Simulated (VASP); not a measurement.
**GaAs in VASP: one cell, several levels of theory, part 1 of 2**

GaAs (zincblende), under +4.0 % biaxial strain in x and y, free along z is computed at one geometry. Runs: PBE, r2SCAN. The results are then set beside those of Ansatz 0.2.0 for the same cell.

Program: VASP 6.6.1. PAW datasets, plane waves. Computed at 0 K without zero-point motion; spin polarisation is off.

### 1 The structure to begin with

The cell comes from an earlier relaxation with r2SCAN in another program, then strained, with the atoms relaxed again.

Space group I-4m2 (No. 119), tetragonal; a = 4.167 Å, c = 5.468 Å in the conventional setting, 23.73 Å³ an atom. Around Ga lie 4 As at 2.49 Å; around As lie 4 Ga at 2.49 Å.

The structure in full:

```cif
data_structure
_symmetry_space_group_name_H-M 'I-4m2'
_symmetry_Int_Tables_number 119
_cell_length_a 4.1669
_cell_length_b 4.1669
_cell_length_c 5.4677
_cell_angle_alpha 90.000
_cell_angle_beta 90.000
_cell_angle_gamma 90.000
_cell_volume 94.93
loop_
_atom_site_label
_atom_site_type_symbol
_atom_site_symmetry_multiplicity
_atom_site_Wyckoff_symbol
_atom_site_fract_x
_atom_site_fract_y
_atom_site_fract_z
_atom_site_occupancy
Ga1 Ga 2 a 0.00000 0.00000 0.00000 1
As1 As 2 c 0.00000 0.50000 0.25000 1
```

### 2 PBE at this geometry

The input, INCAR:

```
ENCUT = 520.000000
SIGMA = 0.020000
EDIFF = 1.00e-07
GGA = PE
PREC = Accurate
IBRION = -1
ISIF = 2
ISMEAR = -1
NBANDS = 16
NELM = 120
NSW = 0
LASPH = .TRUE.
LCHARG = .TRUE.
LELF = .TRUE.
LWAVE = .FALSE.
LREAL = .FALSE.
```

The input, KPOINTS:

```
KPOINTS created by Atomic Simulation Environment
0
Gamma
8 8 8
0 0 0
```

The input, KPOINTS_OPT:

```
special points
7
Reciprocal
0.0000000000 0.0000000000 0.0000000000 1
-0.5000000000 -0.5000000000 0.0000000000 1
-0.3750000000 -0.3750000000 0.2500000000 1
-0.3750000000 0.0000000000 0.3750000000 1
0.0000000000 0.0000000000 0.5000000000 1
-0.5000000000 -0.2500000000 0.2500000000 1
-0.0119630000 0.0000000000 -0.0119630000 1
```

The input, POSCAR:

```
Ga As
 1.0000000000000000
     0.0000000000000000    2.9464084992999999    2.7338352897000000
     2.9464084992999999    0.0000000000000000    2.7338352897000000
     2.9464084992999999    2.9464084992999999    0.0000000000000000
 Ga  As
   1   1
Cartesian
  0.0000000000000000  0.0000000000000000  0.0000000000000000
  1.4732042496500000  1.4732042496500000  1.3669176448499998
```

Potentials: the recommended PBE PAW datasets, 18 valence electrons in the neutral cell.

Command:

```console
mpirun -np 1 vasp_std
```

Standard output, without the iteration lines:

```text
POSCAR found type information on POSCAR GaAs
 POSCAR found :  2 types and       2 ions
 LDA part: xc-table for (Slater+PW92), standard interpolation
 POSCAR, INCAR and KPOINTS ok, starting setup
 FFT: planning ... GRIDC
 FFT: planning ... GRID_SOFT
 FFT: planning ... GRID
 WAVECAR not read
 entering main loop
 Start KPOINTS_OPT (optional k-point list driver)
k-point batch [1-7\7]
```

OSZICAR:

```text
N       E                     dE             d eps       ncg     rms          rms(c)
DAV:   1     0.808166183643E+02    0.80817E+02   -0.89536E+03  1960   0.153E+03
DAV:   2    -0.205975324274E+01   -0.82876E+02   -0.79315E+02  2128   0.298E+02
DAV:   3    -0.829840304789E+01   -0.62386E+01   -0.62181E+01  2360   0.648E+01
DAV:   4    -0.839327448158E+01   -0.94871E-01   -0.94862E-01  2288   0.891E+00
DAV:   5    -0.839465057012E+01   -0.13761E-02   -0.13761E-02  2448   0.950E-01    0.275E+00
DAV:   6    -0.825808237825E+01    0.13657E+00   -0.21755E-01  2856   0.755E+00    0.165E+00
DAV:   7    -0.824124015143E+01    0.16842E-01   -0.57088E-02  2280   0.166E+00    0.560E-01
DAV:   8    -0.824202245064E+01   -0.78230E-03   -0.95503E-03  2352   0.106E+00    0.948E-02
DAV:   9    -0.824241362156E+01   -0.39117E-03   -0.89813E-04  2344   0.353E-01    0.515E-02
DAV:  10    -0.824248009334E+01   -0.66472E-04   -0.66667E-05  2600   0.776E-02    0.279E-02
DAV:  11    -0.824253094325E+01   -0.50850E-04   -0.73272E-05  2144   0.623E-02    0.337E-03
DAV:  12    -0.824253124923E+01   -0.30598E-06   -0.11218E-06  2464   0.139E-02    0.153E-03
DAV:  13    -0.824253163054E+01   -0.38130E-06   -0.51155E-07  2312   0.519E-03    0.616E-04
DAV:  14    -0.824253162765E+01    0.28904E-08   -0.88978E-09  1816   0.926E-04
   1 F= -.82425316E+01 E0= -.82425178E+01  d E =-.276900E-04
       N       E                     dE             ncg
DAV:   1     0.188485922526E+04   -0.37499E+04      232
DAV:   2     0.125575746577E+04   -0.62910E+03      264
DAV:   3     0.120795113710E+04   -0.47806E+02      288
DAV:   4     0.120713637292E+04   -0.81476E+00      280
DAV:   5     0.120712499526E+04   -0.11378E-01      304
DAV:   6     0.120712459106E+04   -0.40420E-03      328
DAV:   7     0.120712458715E+04   -0.39062E-05      312
DAV:   8     0.120712458696E+04   -0.19220E-06      224
DAV:   9     0.120712458694E+04   -0.14652E-07      248
```

The lines after F= are the extra pass for the points of KPOINTS_OPT, at fixed density; their E is not a total energy.

OUTCAR, selected sections:

```text
k-points           NKPTS =     59   k-points in BZ     NKDIM =     59   number of bands    NBANDS=     16

   NELECT =      18.0000    total number of electrons

   dimension x,y,z NGX =    30 NGY =   30 NGZ =   32
   dimension x,y,z NGXF=    60 NGYF=   60 NGZF=   64

  energy-cutoff  :      520.00
  volume of cell :       47.47
      direct lattice vectors                 reciprocal lattice vectors
     0.000000000  2.946408499  2.733835290    -0.169698126  0.169698126  0.182893242
     2.946408499  0.000000000  2.733835290     0.169698126 -0.169698126  0.182893242
     2.946408499  2.946408499  0.000000000     0.169698126  0.169698126 -0.182893242

 k-points in reciprocal lattice and weights: KPOINTS created by Atomic Simulation Env
   0.00000000  0.00000000  0.00000000       0.002
   0.12500000  0.00000000  0.00000000       0.016
   0.25000000  0.00000000  0.00000000       0.016
   0.37500000  0.00000000  0.00000000       0.016
   0.50000000  0.00000000  0.00000000       0.008
   0.12500000  0.12500000  0.00000000       0.004
   0.25000000  0.12500000  0.00000000       0.016
   0.37500000  0.12500000  0.00000000       0.016
[... 51 more k-points ...]

 E-fermi :   3.6610

 k-point     1 :       0.0000    0.0000    0.0000
  band No.  band energies     occupation
      1     -11.2524      2.00000
      2     -11.2524      2.00000
      3     -11.2346      2.00000
      4     -11.1881      2.00000
      5     -11.1729      2.00000
      6      -8.8893      2.00000
      7       3.3586      2.00000
      8       3.3586      2.00000
      9       3.5989      1.91431
     10       3.7231      0.08577
     11       7.0960      0.00000
     12       7.2974      0.00000
     13       7.2974      0.00000
     14      10.9269      0.00000
     15      12.8084      0.00000
     16      13.9530      0.00000

 k-point     2 :       0.1250    0.0000    0.0000
  band No.  band energies     occupation
      1     -11.2594      2.00000
      2     -11.2493      2.00000
      3     -11.2352      2.00000
      4     -11.1884      2.00000
      5     -11.1726      2.00000
      6      -8.7199      2.00000
      7       1.4739      2.00000
      8       3.1136      2.00000
      9       3.4164      1.99999
     10       4.8279      0.00000
     11       7.3073      0.00000
     12       7.5987      0.00000
     13       7.7757      0.00000
     14      11.8122      0.00000
     15      12.2129      0.00000
     16      12.9348      0.00000

 k-point     3 :       0.2500    0.0000    0.0000
  band No.  band energies     occupation
      1     -11.2808      2.00000
      2     -11.2427      2.00000
      3     -11.2312      2.00000
      4     -11.1885      2.00000
      5     -11.1711      2.00000
      6      -8.2474      2.00000
      7      -0.5638      2.00000
      8       2.6472      2.00000
      9       3.0592      2.00000
     10       4.7378      0.00000
     11       7.9654      0.00000
     12       8.0248      0.00000
     13       9.2742      0.00000
     14      12.0755      0.00000
     15      12.3022      0.00000
     16      12.9938      0.00000

 k-point     4 :       0.3750    0.0000    0.0000
  band No.  band energies     occupation
      1     -11.3019      2.00000
      2     -11.2374      2.00000
      3     -11.2270      2.00000
      4     -11.1874      2.00000
      5     -11.1682      2.00000
      6      -7.6216      2.00000
      7      -2.1943      2.00000
      8       2.2815      2.00000
      9       2.7837      2.00000
     10       4.4050      0.00000
     11       7.9407      0.00000
     12       8.3765      0.00000
     13      10.9895      0.00000
     14      12.1457      0.00000
     15      13.5948      0.00000
     16      13.7096      0.00000

 k-point     5 :       0.5000    0.0000    0.0000
  band No.  band energies     occupation
      1     -11.3103      2.00000
      2     -11.2356      2.00000
      3     -11.2256      2.00000
      4     -11.1864      2.00000
      5     -11.1666      2.00000
      6      -7.2726      2.00000
      7      -2.8872      2.00000
      8       2.1489      2.00000
      9       2.6850      2.00000
     10       4.2743      0.00000
     11       7.8683      0.00000
     12       8.4225      0.00000
     13      11.2351      0.00000
     14      13.3674      0.00000
     15      14.6196      0.00000
     16      15.4717      0.00000

 k-point     6 :       0.1250    0.1250    0.0000
  band No.  band energies     occupation
      1     -11.2532      2.00000
      2     -11.2464      2.00000
      3     -11.2464      2.00000
      4     -11.1913      2.00000
      5     -11.1708      2.00000
      6      -8.6440      2.00000
      7       1.5601      2.00000
      8       2.7221      2.00000
      9       2.7221      2.00000
     10       5.5484      0.00000
     11       6.4768      0.00000
     12       8.1651      0.00000
     13       8.1651      0.00000
     14      12.0673      0.00000
     15      12.6025      0.00000
     16      13.0828      0.00000

 k-point     7 :       0.2500    0.1250    0.0000
  band No.  band energies     occupation
      1     -11.2770      2.00000
      2     -11.2395      2.00000
      3     -11.2372      2.00000
      4     -11.1938      2.00000
      5     -11.1685      2.00000
      6      -8.2544      2.00000
      7      -0.0609      2.00000
      8       2.2230      2.00000
      9       2.3882      2.00000
     10       5.6992      0.00000
     11       6.6994      0.00000
     12       8.7688      0.00000
     13       9.1369      0.00000
     14      11.7366      0.00000
     15      13.2595      0.00000
     16      13.4704      0.00000

 k-point     8 :       0.3750    0.1250    0.0000
  band No.  band energies     occupation
      1     -11.2999      2.00000
      2     -11.2335      2.00000
      3     -11.2294      2.00000
      4     -11.1937      2.00000
      5     -11.1661      2.00000
      6      -7.6575      2.00000
      7      -1.7463      2.00000
      8       1.9006      2.00000
      9       1.9614      2.00000
     10       5.4485      0.00000
     11       7.5711      0.00000
     12       8.7752      0.00000
     13       9.5665      0.00000
     14      12.7881      0.00000
     15      13.6693      0.00000
     16      14.4479      0.00000

[... the tables of k-points 9 to 59 left out ...]

  Total       -0.3379556     -0.3379556      0.7534835      0.0000000      0.0000000     -0.0000000
  in kB      -11.4072775    -11.4072775     25.4329098      0.0000000      0.0000000     -0.0000000
  external PRESSURE =       0.8727849 kB  Pullay stress =       0.0000000 kB

 POSITION                                       TOTAL-FORCE (eV/Angst)
 -----------------------------------------------------------------------------------
      0.00000      0.00000      0.00000         0.000000      0.000000      0.000000
      1.47320      1.47320      1.36692        -0.000000     -0.000000      0.000000
 -----------------------------------------------------------------------------------
    total drift:                                0.000001      0.000001      0.000001

  FREE ENERGIE OF THE ION-ELECTRON SYSTEM (eV)
  ---------------------------------------------------
  free  energy   TOTEN  =        -8.2425316276 eV

  energy  without entropy=       -8.2425039377  energy(sigma->0) =       -8.24251778
```

Hardware: 1 MPI rank of Intel Xeon Platinum 8488C, shared host.

The levels at the points of KPOINTS_OPT are read from vasprun.xml.

Band energies at the special points (eV, zero at the top of v, the last band that the electrons fill by count):

```
point    v−1      v     c   c+1
    Γ  -0.36  -0.12  0.01  3.38
    X  -3.04  -3.04  1.00  1.06
    U  -3.81  -2.65  1.39  3.75
    K  -3.83  -2.17  1.95  4.56
    L  -1.57  -1.03  0.56  4.15
    W  -3.51  -3.32  3.82  4.10
```

PBE leaves no gap to speak of (0.002 eV). The pressure is 0.09 GPa; the forces vanish within 0.01 eV/Å.

The maps below are laid out on this run's own conventional cell (a, b, c = 4.167, 4.167, 5.468 Å).

Density in a lattice plane of the grid's cell (edges 4.17 and 5.47 Å, at 0.000 of the third edge), which holds Ga and As.

Ten even steps from ' ' (-0.27 e/Å³) to '@' (16.52 e/Å³):
```
##++--..                      ..--++
--::..                          ..::
                                    
                                    
                                    
                                    
                                    
                                    
                                    
                                    
                                    
                                    
                                    
                                    
                                    
                                    
                                    
--::..                          ..::
##++--..                      ..--++
@@%%==..                      ..==%%
```
Columns run along the first of these edges and rows up along the second, over one cell in 18 and 20 even steps from the bottom left corner. Atoms in the plane (fractional): Ga at (0.00, 0.00), As at (0.50, 0.75).

ELF in the same plane.

Values, 12 rows by 10 columns:
```
0.09 0.21 0.44 0.77 0.83 0.80 0.83 0.77 0.44 0.21
0.30 0.34 0.68 0.88 0.82 0.69 0.82 0.88 0.68 0.34
0.26 0.41 0.72 0.82 0.66 0.40 0.66 0.82 0.72 0.41
0.09 0.22 0.55 0.75 0.75 0.69 0.75 0.75 0.55 0.22
0.02 0.07 0.30 0.61 0.77 0.80 0.77 0.61 0.30 0.07
0.01 0.02 0.08 0.28 0.52 0.60 0.52 0.28 0.08 0.02
0.02 0.02 0.02 0.06 0.14 0.19 0.14 0.06 0.02 0.02
0.09 0.07 0.04 0.02 0.02 0.03 0.02 0.02 0.04 0.07
0.26 0.23 0.14 0.05 0.02 0.01 0.02 0.05 0.14 0.23
0.30 0.28 0.24 0.14 0.05 0.03 0.05 0.14 0.24 0.28
0.09 0.18 0.28 0.27 0.21 0.19 0.21 0.27 0.28 0.18
0.35 0.07 0.31 0.46 0.60 0.60 0.60 0.46 0.31 0.07
```
Columns run along the first of these edges and rows up along the second, over one cell in 10 and 12 even steps from the bottom left corner. Atoms in the plane (fractional): Ga at (0.00, 0.00), As at (0.50, 0.75).

Both are smooth fields of the valence electrons: close to the nuclei they are not physical.

Outside the cores ELF peaks at 0.89 on the As–Ga line, 0.9 Å from As.

(Continued in part 2 of 2.)
